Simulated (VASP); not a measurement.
# SiS: relaxation under a pulling force, by pulling force on each of the two atoms

SiS, molecule in box, 2 atoms in the cell. PBE; PAW potentials Si, S (PBE set).

| Pulling force on each of the two atoms (eV/A) | Distance of the two atoms at the start (A) | Distance after relaxation (A) | Time (s) |
|---|---|---|---|
| 0 | 1.929 | 1.946 | 64 |
| 0.3 | 1.929 | 1.957 | 85 |
| 0.6 | 1.929 | 1.969 | 74 |
| 1 | 1.929 | 1.985 | 89 |
| 1.5 | 1.929 | 2.006 | 90 |
| 2 | 1.929 | 2.031 | 89 |
| 3 | 1.929 | 2.092 | 118 |

## Input of the first row

INCAR:
```
SYSTEM = SiS
  ALGO = Normal
  EDIFF = 1E-6
  EDIFFG = -0.02
  ENCUT = 520
  IBRION = 2
  ISIF = 2
  ISMEAR = 0
  ISYM = 0
  LASPH = .True.
  LCHARG = .False.
  LREAL = .False.
  LWAVE = .False.
  NELM = 100
  NSW = 60
  PREC = Accurate
  SIGMA = 0.01
```

KPOINTS:
```
k-points
0
Gamma
  1 1 1
```

POSCAR:
```
SiS
1.0
    9.0000000000      0.0000000000      0.0000000000
    0.0000000000      9.0000000000      0.0000000000
    0.0000000000      0.0000000000     11.0000000000
Si S
1 1
Direct
    0.5014444400      0.5023333300      0.4153945000
    0.5014444400      0.5023333300      0.5907873200
```

Commands:
```
cat potpaw_PBE.64/Si/POTCAR potpaw_PBE.64/S/POTCAR > POTCAR
mpirun -np 1 vasp_gam > vasp.out
```

Changes of the last row against the first:
```
+ EFOR = 0.00000 0.00000 -3.00000 0.00000 0.00000 3.00000
```

VASP 6.6.1 took 64 s on 1 core (Intel Xeon 6975P-C (Granite Rapids)), a shared host.
